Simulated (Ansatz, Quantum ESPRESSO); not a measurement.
# LiBr (Fm-3m): Raman and infrared activity, part 3 of 3

Aim: Raman and infrared lines of LiBr (Fm-3m).

Quantum ESPRESSO 8.0 development, patched; DFT LDA, scalar-relativistic, plane waves, PseudoDojo norm-conserving pseudopotentials.

So far. Step 5 (Zone-centre response): The acoustic modes at Γ come out as far as 0.3 cm⁻¹ from zero, where they should vanish, a small numerical error; the Born charges miss their sum rule by 0.0011 e, which is good. Step 6 (Zone-centre analysis): The rule moves no optical mode by more than 0.1 cm⁻¹. The relaxed cell has a = 5.310 Å (conventional setting).

### 8. Sum rules set otherwise (asr crystal)

The rule can be imposed in more than one way; the choices should agree where the raw error is small.

The input, dynmat.in:

```
&input
   fildyn = 'g.dyn'
   asr = 'crystal'
   fileig = 'dynmat.eig'
   lperm = .true.
/
```

The run is started by

```console
dynmat.x -in dynmat.in > dynmat.out
```

The log of the run:

```text
[banner, memory and clock lines left out]
Program DYNMAT v.8.0dev

     Reading Dynamical Matrix from file g.dyn
     ...Force constants read
     ...epsilon and Z* read
     ...Raman cross sections read
     Acoustic Sum Rule: || Z*(ASR) - Z*(orig)|| =    1.363109E-03
     Acoustic Sum Rule: ||dyn(ASR) - dyn(orig)||=    3.973415E-06
     A direction for q was not specified:TO-LO splitting will be absent

     Polarizability (A^3 units)
     multiply by 0.526757 for Clausius-Mossotti correction (not under assume_isolated = 'mt')
         8.028449    0.000000    0.000000
         0.000000    8.028449   -0.000000
         0.000000   -0.000000    8.028449

     IR activities are in (D/A)^2/amu units

# mode   [cm-1]    [THz]      IR
    1     -0.00   -0.0000    0.0000
    2     -0.00   -0.0000    0.0000
    3      0.00    0.0000    0.0000
    4    196.10    5.8789    5.3288
    5    196.10    5.8789    5.3288
    6    196.10    5.8789    5.3288

Electronic dielectric permittivity tensor (relative, adimensional)
         3.695229    0.000000    0.000000
         0.000000    3.695229   -0.000000
         0.000000   -0.000000    3.695229

 ... with zone-center polar mode contributions
        11.590923    0.000000   -0.000000
         0.000000   11.590923   -0.000000
        -0.000000   -0.000000   11.590923
```

The job ended after 0.66 s (1 thread of Intel Xeon Platinum 8488C (Sapphire Rapids), shared host).

Zone-centre frequencies as printed; negative means imaginary. Modes:

| mode | frequency (cm⁻¹) |
| --- | --- |
| 1 | 0 |
| 2 | 0 |
| 3 | 0 |
| 4 | 196.1 |
| 5 | 196.1 |
| 6 | 196.1 |

Against the first rule no mode moves by more than 0.1 cm⁻¹.

### 9. The LO-TO splitting (1 0 0)

A longitudinal polar mode sets up a macroscopic field that stiffens it; the term hangs on the direction from which q goes to zero.

The input, dynmat.in:

```
&input
   fildyn = 'g.dyn'
   asr = 'simple'
   fileig = 'dynmat.eig'
   q(1) = 1.0
   q(2) = 0.0
   q(3) = 0.0
/
```

The run is started by

```console
dynmat.x -in dynmat.in > dynmat.out
```

The log of the run:

```text
[banner, memory and clock lines left out]
Program DYNMAT v.8.0dev

     Reading Dynamical Matrix from file g.dyn
     ...Force constants read
     ...epsilon and Z* read
     ...Raman cross sections read

     Polarizability (A^3 units)
     multiply by 0.526757 for Clausius-Mossotti correction (not under assume_isolated = 'mt')
         8.028449    0.000000    0.000000
         0.000000    8.028449   -0.000000
         0.000000   -0.000000    8.028449

     IR activities are in (D/A)^2/amu units

# mode   [cm-1]    [THz]      IR
    1     -0.00   -0.0000    0.0000
    2      0.00    0.0000    0.0000
    3      0.00    0.0000    0.0000
    4    196.10    5.8789    5.3288
    5    196.10    5.8789    5.3288
    6    347.31   10.4120    5.3288
```

Run time: 0.64 s. Hardware: 1 thread.

This step gave:

```
highest mode moved by the LO-TO term : 347.3 cm⁻¹
```

Zone-centre frequencies as printed; negative means imaginary. Modes:

| mode | frequency (cm⁻¹) |
| --- | --- |
| 1 | 0 |
| 2 | 0 |
| 3 | 0 |
| 4 | 196.1 |
| 5 | 196.1 |
| 6 | 347.3 |

The field moves one mode, from 196 to 347 cm⁻¹; the others stay.

### 10. Cross-check with Ansatz

A second program on the same cell, potentials, cutoff and meshes tests the implementation of the phonon response, not its convergence. Its field response is summed in its own way. Its k mesh is centred on Γ.

This step: DFT LDA, scalar-relativistic, plane waves, PseudoDojo norm-conserving pseudopotentials (Ansatz 0.2.0).

The input, input.yaml:

```yaml
crystal:
  lattice:
    - [-2.6550452345, 0.0, 2.6550452345]
    - [0.0, 2.6550452345, 2.6550452345]
    - [-2.6550452345, 2.6550452345, 0.0]
  atoms:
    - { symbol: Li, position: [0.0, 0.0, 0.0] }
    - { symbol: Br, position: [0.5, 0.5, 0.5] }
kpoints:
  mp_grid: { grid: [8, 8, 8] }
hamiltonian:
  xc: lda
  pseudopotentials: { kind: nc, accuracy: standard }
scf:
  occupations: { method: fixed }
output:
  eigenvalues: true
basis:
  ecutwfc: 1006.821
phonons:
  method: dfpt
  dielectric: true
  rigid_motions: translations
  raman: true
```

The run is started by

```console
ansatz run input.yaml --threads 2 --pin off --max-ram 4096MiB --backend cpu --events-out ev --progress --plain --runs-dir out
```

The log of the run:

```text
Warning: basis.ecutwfc = 1006.821 eV is below the records' recommended 1006.821291 eV, and the density's cutoff is lower with it unless basis.ecutrho_ratio is high enough to keep the records' density cutoff: compare with a run at a higher cutoff
Engine: ansatz 0.2.0, x86_64-unknown-linux-gnu
Pseudopotentials: kind: nc
Pseudopotential: Li, nc, valence charge 3, recommended cutoff 1006.821291 eV (normal), Li.nc.azcp (PseudoDojo's, or run here from an input of PseudoDojo's; its table is named by hamiltonian.pseudopotentials.accuracy)
Pseudopotential: Br, nc, valence charge 7, recommended cutoff 598.650497 eV (normal), Br.nc.azcp (PseudoDojo's, or run here from an input of PseudoDojo's; its table is named by hamiltonian.pseudopotentials.accuracy)
Functional definition: SPW92
  exchange = slater_x
  correlation = pw_c
Crystal: 2 atoms, lattice volume = 37.432 Å³
Basis set: ecut = 1006.821 eV, 2733 PW (Γ), exchange–correlation on 80×80×80 points (8 copies of the dense FFT grid, shifted against one another)
Bands: 9, of which v1, the nominal top of the filled ones, is band 5 counted from 1 (4 counted from 0)
Symmetry: 48 space group operations
k-points: 59 of 512 (irreducible under 8 space group operations, time reversal used)
Non-local potential: Li, projectors of the file, l = 0: 2, l = 1: 2
Non-local potential: Br, projectors of the file, l = 0: 2, l = 1: 2, l = 2: 2
Initial density: superposition of atomic densities (chi_scale 0.1, normalization cell, long waves kept (reshape's long-wave potential 0.00 eV rms))
Initial wavefunctions: pseudopotential atomic-orbital guess
Functional: x = slater, c = lda
SCF iter   1: F=—  HF=-626.419117 eV  |F-HF|=—  |Δ(HF+E_count)|=         —  Δρ=3.01e-2  dr2=2.04e-1  ethr=3.10e-3  ⟨swp⟩=4.2  Hψ=3339  notcnv=0  defer=95
preconditioner: auto → none  [insulator: Δε(μ)=4.889 eV  Ē_g=13.054 eV  n_scr=8 (ndim 8)  ℏωp=17.2 eV  f_vac=0.000  ε∞_Penn≈2.7]
SCF iter   2: F=—  HF=-626.313045 eV  |F-HF|=—  |Δ(HF+E_count)|=   1.06e-1  Δρ=1.15e-2  dr2=3.22e-2  ethr=2.04e-3  ⟨swp⟩=2.1  Hψ=1119  notcnv=0  defer=113
SCF iter   3: F=—  HF=-626.296242 eV  |F-HF|=—  |Δ(HF+E_count)|=   1.68e-2  Δρ=1.93e-3  dr2=8.95e-4  ethr=3.22e-4  ⟨swp⟩=2.1  Hψ=961  notcnv=0  defer=114
SCF iter   4: F=—  HF=-626.295985 eV  |F-HF|=—  |Δ(HF+E_count)|=   2.57e-4  Δρ=7.47e-4  dr2=3.97e-5  ethr=8.95e-6  ⟨swp⟩=3.4  Hψ=955  notcnv=0  defer=115
SCF iter   5: F=—  HF=-626.295987 eV  |F-HF|=—  |Δ(HF+E_count)|=   1.65e-6  Δρ=1.94e-5  dr2=5.33e-8  ethr=3.97e-7  ⟨swp⟩=1.1  Hψ=543  notcnv=0  defer=111
SCF iter   6: F=—  HF=-626.295994 eV  |F-HF|=—  |Δ(HF+E_count)|=   7.06e-6  Δρ=2.53e-6  dr2=1.00e-9  ethr=5.33e-10  ⟨swp⟩=2.1  Hψ=822  notcnv=0  defer=39
SCF iter   7: F=-626.295994 eV  HF=-626.295994 eV  |F-HF|=7.50e-12  |Δ(HF+E_count)|=  6.33e-10  Δρ=6.10e-7  dr2=3.98e-11  ethr=1.00e-12  ⟨swp⟩=9.1  Hψ=3486  notcnv=0
SCF 1 converged in 7 iterations: F = -626.295994 eV  dr2 = 3.98e-11
DFPT response loops at Γ: preconditioner auto → none (the input reference at scf.mixing.eps_inf says where Resta's filter doesn't serve); β = 0.50; Broyden in place of MSR1
── the response to a field inside a basis, on 10×10×10 k-points: an SCF that follows is theirs, and a resumed run solves both again ──
Bands: 6, of which v1, the nominal top of the filled ones, is band 5 counted from 1 (4 counted from 0)
k-points: 110 of 1000 (irreducible under 12 space group operations)
Initial density: handed on by an earlier stage of this run
Initial wavefunctions: pseudopotential atomic-orbital guess (no wavefunctions were taken with the density)
Eigensolver: Dense (110 Hₖ)
SCF iter   1: F=—  HF=-626.295489 eV  |F-HF|=—  |Δ(HF+E_count)|=         —  Δρ=4.21e-5  dr2=9.17e-8  ethr=1.00e-1
preconditioner: auto → none  [insulator: Δε(μ)=5.262 eV  Ē_g=11.269 eV  n_scr=8 (ndim 8)  ℏωp=17.2 eV  f_vac=0.000  ε∞_Penn≈3.3]
SCF iter   2: F=—  HF=-626.295489 eV  |F-HF|=—  |Δ(HF+E_count)|=   2.13e-7  Δρ=2.10e-5  dr2=2.24e-8  ethr=9.17e-10
SCF iter   3: F=—  HF=-626.295489 eV  |F-HF|=—  |Δ(HF+E_count)|=   7.35e-8  Δρ=1.18e-6  dr2=5.37e-10  ethr=2.24e-10
SCF iter   4: F=-626.295489 eV  HF=-626.295489 eV  |F-HF|=9.09e-13  |Δ(HF+E_count)|=  1.35e-10  Δρ=1.07e-7  dr2=1.10e-12  ethr=5.37e-12
SCF 1 converged in 4 iterations: F = -626.295489 eV  dr2 = 1.10e-12
DFPT response loops at Γ: mixed as the last ones told, above
DFPT response loops at Γ: mixed as the last ones told, above
SCF converged after 7 iterations
Free energy (F): -626.295994 eV
Harris-Foulkes:  -626.295994 eV  (|F-HF|=7.50e-12)
Internal energy: -626.295994 eV  (E = F + TS)
E sigma→0 (E₀):  -626.295994 eV
Fermi energy:    2.745073 eV
--- Per-component energies (eV) ---
  E_band       = -94.968056
  E_kinetic    = 260.038715
  E_local      = -300.991747  (includes V_loc(G=0)·N_el)
  E_nonlocal   = -59.098789
  E_hartree    = 81.737781
  E_xc         = -185.367991
  E_vxc        = -158.391791  (∫ρ·V_xc dr)
  E_ewald      = -422.613963
  E_smearing   = -0.000000  (= −TS)
  E_closure    = 0.000000  (closes the sum)
  Σ components = -626.295994   (vs F -626.295994, Δ=0.00e0)
--- Band table (eV; the first three rows and the last of 59) ---
  k-point 0: bands = ["-40.4398", "-11.1434", "2.7451", "2.7451", "2.7451", "7.8951", "13.2134", "13.2134", "13.2134"]
  k-point 1: bands = ["-40.4395", "-11.0632", "2.0482", "2.6935", "2.6935", "8.4405", "12.4748", "13.0609", "13.0609"]
  k-point 2: bands = ["-40.4387", "-10.8579", "0.7636", "2.5776", "2.5776", "8.7384", "11.8533", "11.8533", "12.7610"]
  k-point 58: bands = ["-40.4369", "-10.2712", "-0.7236", "1.3570", "1.3570", "8.9834", "9.4859", "15.0054", "15.6034"]
--- Phonons (Γ-DFPT): 2 representative perturbations + reference, on 59 of 512 k-points (Σ response iterations 6) ---
  k mesh reduced under 8 symmetry operations, with k and −k counted as one. Each operation leaves every solved perturbation unchanged. A smaller set is not considered because the run solves the response to a homogeneous field
  ASR residual: 4.153e-4 → 0.000e0 eV/Å²; symmetrization residual: 4.363e-7 eV/Å²
  ASR residual per site (eV/Å²): 4.15e-4 2.05e-4
  Γ frequencies (cm⁻¹): 0.00 0.00 0.00 196.11 196.11 196.11
  ε∞ (high-frequency dielectric tensor):
        3.691533    -0.000000    -0.000000
       -0.000000     3.691533    -0.000000
       -0.000000    -0.000000     3.691533
  ε⁰ (static dielectric tensor: ions relaxed, cell fixed):
       11.578869     0.000000    -0.000000
        0.000000    11.578869    -0.000000
       -0.000000    -0.000000    11.578869
  ε⁰ − ε∞ (ionic part):
        7.887335     0.000000     0.000000
        0.000000     7.887335     0.000000
        0.000000     0.000000     7.887335
  softest optical mode at Γ: 196.11 cm⁻¹; the repairs (sum rule, projections) moved no ω² at Γ by more than (4.05 cm⁻¹)²
  Born effective charges Z* (e; rows j = field, columns β = displacement):
    site 0:
         1.21385    0.00000    0.00000
         0.00000    1.21385   -0.00000
        -0.00000    0.00000    1.21385
    site 1:
        -1.21385   -0.00000   -0.00000
        -0.00000   -1.21385    0.00000
         0.00000   -0.00000   -1.21385
  Z* charge neutrality: 2.341e-4 e pre-enforcement
  solved inside a basis spanned on kpoints, on 10×10×10 k-points: ε∞ is read to err by 8.3e-3, Z* by 7.5e-3 e (field_mesh: kpoints solves on kpoints); Z* is corrected for what the basis lacks
  Raman tensors (in the event stream and the table raman_tensors.tsv): an entry may err by 7.8e-4 Å², one of the second-order susceptibility by 1.0e-20 pm/V (basis, points and sum rule); their sum over the sites missed zero by 2.188e-21 Å² ahead of its enforcement
  optical modes at Γ without the LO–TO term, one row a degenerate level:
      ω (cm⁻¹)  modes    IR ((D/Å)²/amu)  static Raman (Å⁴/amu)  depolarisation
        196.11      3            15.9707                 0.0000               —
  optical modes at Γ + LO–TO along q̂ = [1.0000, 0.0000, 0.0000]:
      ω (cm⁻¹)  modes    IR ((D/Å)²/amu)  static Raman (Å⁴/amu)  depolarisation
        196.11      2            10.6471                 0.0000               —
        347.31      1             5.3236                 0.0000               —
  optical modes at Γ + LO–TO along q̂ = [0.0000, 1.0000, 0.0000]:
      ω (cm⁻¹)  modes    IR ((D/Å)²/amu)  static Raman (Å⁴/amu)  depolarisation
        196.11      2            10.6471                 0.0000               —
        347.31      1             5.3236                 0.0000               —
  optical modes at Γ + LO–TO along q̂ = [0.0000, 0.0000, 1.0000]:
      ω (cm⁻¹)  modes    IR ((D/Å)²/amu)  static Raman (Å⁴/amu)  depolarisation
        196.11      2            10.6471                 0.0000               —
        347.31      1             5.3236                 0.0000               —
```

Run time: 66 s. Hardware: 2 threads; peak memory 0.77 GiB; 2.2 min of CPU time.

Numbers from this step:

```
sum-rule residual before enforcement             : 4.15e-4 eV/Å²
miss of the charge sum rule                      : 2.34e-4 e
estimated error of the dielectric tensor         : 0.008293
estimated error of the Born charges              : 0.007544 e
mean high-frequency dielectric constant          : 3.692
largest Born charge in size (third of the trace) : 1.214 e
mean static dielectric constant                  : 11.58
```

Transverse modes. Lines of the infrared spectrum (strongest = 100):

| position (cm⁻¹) | label | IR intensity ((D/Å)²/amu), degenerate modes summed, relative |
| --- | --- | --- |
| 196 | T1u | 100 |

### 11. Side by side: QE PseudoDojo and Ansatz, PseudoDojo

Worked out from the results:

| Property | Result |
| --- | --- |
| root-mean-square difference | 0.01 cm⁻¹ |
| largest difference | 0.01 cm⁻¹ |

Frequencies side by side, by row:

| q (reciprocal lattice) | mode | QE PseudoDojo (cm⁻¹) | Ansatz, PseudoDojo (cm⁻¹) |
| --- | --- | --- | --- |
| 0 0 0 | 1 | 0 | 0 |
| 0 0 0 | 2 | 0 | 0 |
| 0 0 0 | 3 | 0 | 0 |
| 0 0 0 | 4 | 196.1 | 196.1 |
| 0 0 0 | 5 | 196.1 | 196.1 |
| 0 0 0 | 6 | 196.1 | 196.1 |

The two runs side by side. Further quantities:

| quantity | QE PseudoDojo | Ansatz, PseudoDojo |
| --- | --- | --- |
| mean ε∞ | 3.695 | 3.692 |
| largest Born charge in size (e; the first before, the second after the charge sum rule) | 1.215 | 1.214 |
| summed IR intensity ((D/Å)²/amu) | 15.99 | 15.97 |

At the zone centre the largest difference (acoustic modes at Γ apart) is 0.005 % of the highest mode.

### 12. What came out

```json
{
 "space group after relaxation": "Fm-3m",
 "volume per atom": "18.7 Å³",
 "gap on the k-mesh": "5.15 eV",
 "highest optical zone-centre mode (no LO-TO term)": "196.1 cm⁻¹",
 "highest mode moved by the LO-TO term": "347.3 cm⁻¹",
 "mean high-frequency dielectric constant": "3.70",
 "largest Born charge in size (third of the trace)": "1.22 e",
 "mean static dielectric constant": "11.6",
 "imaginary optical modes at the zone centre (no q mesh in this session)": "none",
 "largest difference from Ansatz, PseudoDojo": "0.01 cm⁻¹"
}
```

In words: No mode is Raman active in this structure; the strongest infrared line lies at 196 cm⁻¹. At the LDA level the optical modes of LiBr (Fm-3m) at the zone centre (no LO-TO term) lie at 196 cm⁻¹. Along the directions run, the highest mode that the macroscopic field moves lies at 347 cm⁻¹. Lattice motion raises the mean dielectric constant from 3.695 to 11.59. The Born charge of Br is -1.215 e against a formal charge of -1, somewhat above it. The Lyddane-Sachs-Teller relation holds: (ωLO/ωTO)² is 3.14 and ε₀/ε∞ is 3.14. QE PseudoDojo and Ansatz, PseudoDojo agree to 0.01 cm⁻¹ (0.005 % of the highest mode compared) on all solved modes but the acoustic ones at Γ, without the LO-TO term. These are harmonic frequencies at zero temperature: anharmonic shifts and linewidths and thermal expansion are left out. The build is a development version in which the Raman tensors of release 7.5 are mended; dynmat.x leaves out the electro-optic term of LO lines.

[Host names and launcher messages were left out of these logs when they were recorded.]

[Logs are printed without paths, hosts, clocks, repeated set-up lines and the standing remarks that a program may print on its own settings, such as how far it seeks lower states.]

[Hosts, paths, dates, database ids (printed as entryN), source tags and the programs' standing remarks are cut or masked in the printed files.]
